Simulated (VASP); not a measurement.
Sc:

```
Sc
1.0
    -1.91721    1.91721    1.71760
     1.91721   -1.91721    1.71760
     1.91721    1.91721   -1.71760
Sc
1
Direct
  0.00000 0.00000 0.00000
```

This isn't the form of Sc at room conditions, which is hcp.

| Quantity | Value |
| --- | --- |
| Program | VASP 6.6.1 |
| Task | relaxation of cell and atoms |
| Functional | LDA |
| Potentials or basis | VASP PAW LDA potentials, release 64 (Sc_sv) |
| Cutoff | 600 eV |
| k mesh | 10 × 10 × 10 |
| Occupations | gaussian, width 0.05 eV |
| Spin | no spin polarisation |
| Hubbard terms | Sc d U = 2 eV |

At the start: pressure -2.0 GPa; volume 25.25 Å³/atom.

Problem. How do energy, volume and symmetry change on relaxing?

Solution. Over 10 steps the energy falls by 14.4 meV/atom and the volume is 24.32 Å³/atom (-3.7 %); space group Im-3m (No. 229, to 0.05 Å).

Step by step:
| step | energy change (eV) | largest force (eV/Å) | pressure (GPa) | volume (Å³) |
| --- | --- | --- | --- | --- |
| 1 | 0.0000 | 0.0000 | -2.04 | 25.25 |
| 2 | -0.0076 | 0.0000 | 0.62 | 24.09 |
| 3 | -0.0078 | 0.0000 | 0.30 | 24.24 |
| 4 | -0.0077 | 0.0000 | 0.21 | 24.27 |
| 5 | -0.0090 | 0.0000 | 0.11 | 24.30 |
| 6 | -0.0118 | 0.0000 | -0.10 | 24.38 |
| 7 | -0.0141 | 0.0000 | -0.51 | 24.51 |
| 8 | -0.0133 | 0.0000 | 0.82 | 23.98 |
| 9 | -0.0144 | 0.0000 | -0.09 | 24.33 |
| 10 | -0.0144 | 0.0000 | -0.02 | 24.32 |

Final structure:
```
Sc
1.0
    -1.82086    1.82086    1.83343
     1.82086   -1.82086    1.83343
     1.82086    1.82086   -1.83343
Sc
1
Direct
  0.00000 0.00000 0.00000
```

Caveat: U without spin polarisation on a metal has little footing; the U is typed as a test and isn't derived for this compound.
